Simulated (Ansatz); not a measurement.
The system is HfB2.

```
CELL_PARAMETERS angstrom
3.14000 0.00000 0.00000
-1.57000 2.71932 0.00000
0.00000 0.00000 3.48000
ATOMIC_POSITIONS crystal
Hf 0.00000 0.00000 0.00000
B 0.66667 0.33333 0.50000
B 0.33333 0.66667 0.50000
```

Base run:

* Program: Ansatz 0.2.0
* Functional: PBE
* Potentials or basis: Ansatz PAW
* Cutoff: 420 eV (not typed: the program's choice for these potentials)
* k mesh: 10 × 10 × 8
* Occupations: fermi-dirac, width 0.05 eV
* Spin: no spin polarisation

Its results: band gap on the k mesh none (metal or under the smearing width); pressure 1.4 GPa.

**Question.** The run is repeated on the same cell with these changes: functional from PBE to LDA. What comes out?

**Answer.** Band gap on the k mesh none (metal or under the smearing width); pressure -10.1 GPa.

LDA binds more tightly than PBE, so the same cell stands under less pressure.

Caveats: spin-orbit coupling is left out, which moves the levels of the heavy elements; the PAW data sets come from PBE, with cores solved anew for the run's functional, which leaves a small shift of forces and pressure (some runs).
